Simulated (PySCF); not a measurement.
## How well do the runs reproduce experiment for 1,3-cyclohexadiene?

**Measured values to compare with.**

NIST CCCBDB Release 22 (SRD 101), experimental dipoles lists, for the gas: dipole moment 0.437 D.

The runs below try to reproduce these values; the comparison stands at the end.

Compound: 1,3-cyclohexadiene, C6H8.
Atom-mapped SMILES: `[CH:1]1=[CH:2][CH2:3][CH2:4][CH:5]=[CH:6]1` (hydrogens: H7 on C1; H8 on C2; H9, H10 on C3; H11, H12 on C4; H13 on C5; H14 on C6)

Structure used (GFN2-xTB), in Å, numbered top down from 1:
```xyz
14
C6H8 angstrom
C      0.9122    1.0934   -0.6292
C     -0.3934    1.2920   -0.4637
C     -1.2224    0.3253    0.3302
C     -0.6767   -1.0983    0.2135
C      0.8189   -1.1191    0.3370
C      1.5514   -0.0898   -0.0821
H      1.5277    1.8034   -1.1621
H     -0.8836    2.1784   -0.8384
H     -1.2021    0.6428    1.3808
H     -2.2632    0.3547    0.0035
H     -0.9429   -1.5162   -0.7659
H     -1.1325   -1.7361    0.9725
H      1.2753   -2.0209    0.7187
H      2.6306   -0.1098   -0.0371
```

Runs made with PySCF (gas phase, on this GFN2-xTB geometry; no spin–orbit coupling):

```json
{"level": "PBE0/def2-SVPD", "job": "8 singlets by full TDDFT, 3 Tamm–Dancoff triplets, polarisability", "basis functions": "184", "wall time": "19 s"}
```

Hardware: one thread, Arm Neoverse V2, no GPU, on a shared host.

**Comparison with experiment**

**Dipole moment.** Measured: 0.437 D (NIST CCCBDB Release 22 (SRD 101), experimental dipoles).

```tsv
level	computed (D)	computed − measured (D)	% (from the printed values)
PBE0/def2-SVPD	0.491	+0.054	+12
```

The computed dipoles belong to one fixed geometry; measured ones are averaged over vibrations unless marked μe. Magnitudes are compared, not signs.

No measured geometry was used, and the causes of the misses weren't examined.
